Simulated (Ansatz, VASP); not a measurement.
**AgCl (Chlorargyrite) in VASP and in Ansatz**

POSCAR

```
AgCl
1.0
    0.0000000000      2.7731725651      2.7731725651
    2.7731725651      0.0000000000      2.7731725651
    2.7731725651      2.7731725651      0.0000000000
Ag Cl
1 1
Direct
    0.0000000000      0.0000000000      0.0000000000
    0.5000000000      0.5000000000      0.5000000000
```

The input INCAR.step1:

```
PREC = Accurate
ENCUT = 520
EDIFF = 1E-5
ISMEAR = 0
SIGMA = 0.01
LREAL = False
LASPH = True
NELM = 100
ALGO = Normal
ISIF = 2
LWAVE = True
GGA = PE
NBANDS = 16
```

File INCAR.step2:

```
PREC = Accurate
ENCUT = 520
EDIFF = 1E-6
ISMEAR = 0
SIGMA = 0.01
LREAL = False
LASPH = True
NELM = 100
ALGO = Normal
ISIF = 2
LWAVE = False
LCHARG = True
GGA = PE
LHFCALC = True
HFSCREEN = 0.2079
PRECFOCK = Normal
LELF = True
LVHAR = True
ISTART = 1
NBANDS = 16
```

The input KPOINTS:

```
regular mesh
0
Gamma
  2 2 2
```

Input for Ansatz:

```yaml
crystal:
  lattice:
    - [0.0, 2.7731725651, 2.7731725651]
    - [2.7731725651, 0.0, 2.7731725651]
    - [2.7731725651, 2.7731725651, 0.0]
  atoms:
    - { symbol: Ag, position: [0.0, 0.0, 0.0] }
    - { symbol: Cl, position: [0.5, 0.5, 0.5] }
kpoints:
  mp_grid: { grid: [2, 2, 2] }
hamiltonian:
  xc: hse06
scf:
  occupations: { method: fixed }
  n_extra_bands: 4
output:
  forces: true
  stress: true
  eigenvalues: true
```

Alike in both runs: task single point; functional HSE06; k mesh 2 × 2 × 2; no spin polarisation.

|  | VASP | Ansatz |
| --- | --- | --- |
| version | VASP 6.6.1 | Ansatz 0.2.0 |
| potentials or method | VASP PAW PBE potentials, release 64 (Ag, Cl) | plane waves |
| plane-wave cutoff (eV) | 520 | 420 |
| occupations | gaussian, width 0.01 eV | fixed |
| valence electrons in the cell | 18 | 26 |

|  | VASP | Ansatz | Ansatz less VASP |
| --- | --- | --- | --- |
| gap on the k mesh at the Fermi level (eV) | 2.54 | 2.51 | -0.027 |
| pressure (GPa) | 5.7 | 6.7 | +1.05 |

The two sets of potentials don't hold the same shells in valence. Ansatz warned: «stress_exchange_threshold_loose».

Caveats: the k mesh is coarse (spacing up to 0.98 Å⁻¹), so the values aren't converged, least of all with exact exchange; the PAW data sets were made with another functional, which shifts forces and pressure a little (VASP). A k mesh can miss the band edges.
